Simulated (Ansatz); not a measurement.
Space group Pm-3m (No. 221). a = 4.140 Å, b = 4.140 Å, c = 4.140 Å, α = 90.00°, β = 90.00°, γ = 90.00°
```csv
atom,site,symmetry,x,y,z
Cs,1a,m-3m,0.0000,0.0000,0.0000
Cl,1b,m-3m,0.5000,0.5000,0.5000
```

Equation of state of this CsCl structure (not necessarily the ground state), with shape and atoms relaxed at each volume where symmetry leaves them free. Method: DFT r2SCAN, scalar-relativistic, plane waves, PAW in Ansatz.

Plane waves to 500 eV, a k mesh through Γ of 6×6×6 on the computed 2-atom cell and Gaussian smearing (0.02 eV); no spin polarisation.

| V (Å³/atom) | E − E(largest V) (meV/atom) | P (GPa) | gap on mesh (eV) |
| --- | --- | --- | --- |
| 31.225 | 21.51 | 3.26 | 5.75 |
| 32.290 | 3.44 | 2.21 | 5.81 |
| 33.354 | -8.24 | 1.33 | 5.85 |
| 34.419 | -14.62 | 0.61 | 5.88 |
| 35.484 | -16.58 | 0.00 | 5.91 |
| 36.548 | -14.88 | -0.50 | 5.87 |
| 37.613 | -10.15 | -0.91 | 5.73 |
| 39.032 | 0.00 | -1.36 | 5.56 |

Fit a third-order Birch–Murnaghan equation to E(V).

V0 = 35.49 Å³/atom, B0 = 18 GPa, B0' = 5.2.

Spin-orbit coupling is left out, which matters for the bands of heavy elements.

The gaps are read on the mesh, which can miss the band edges, so they can be too wide.

Cost: 8 runs of about 0.54 core-minutes in all, on Arm Neoverse V2 (shared hosts).